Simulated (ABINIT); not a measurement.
Ir, 1 atom in the cell. Symmetry: Fm-3m, No. 225, cubic system. Conventional cell: a = 3.831 Å, b = 3.831 Å, c = 3.831 Å, α = 90.00°, β = 90.00°, γ = 90.00°. Ir (site symmetry m-3m) is surrounded by 12 Ir at 2.71 Å. 

```yaml
Program: ABINIT 10.8.3 (patched build)
Task: equation of state
Functional: rPW86PBE
Potentials_or_basis: JTH PAW PBE v2.0
Cutoff: 463 eV
k_mesh: 12 × 12 × 12
Occupations: fermi-dirac, width 0.05 eV
Spin: no spin polarisation
Fine-grid_cutoff: 925.187 eV
Exchange_and_correlation_inside_the_PAW_spheres: full angular mesh (pawxcdev 0, this build's default; the released program takes 1)
```

Potentials or basis: JTH PAW PBE v2.0.

Command:

```sh
$ abinit run.abi > log 2>&1
```

Hardware: 1 thread of Arm Neoverse V2 (shared host).

Problem. How long does it take, and how much memory?

Solution. It took 51 s on 1 thread of Arm Neoverse V2, with other jobs on the host, peak memory 0.13 GiB. Counts: scf iterations 65, mpi ranks 1, k points 72, bands 12, plane waves 310.
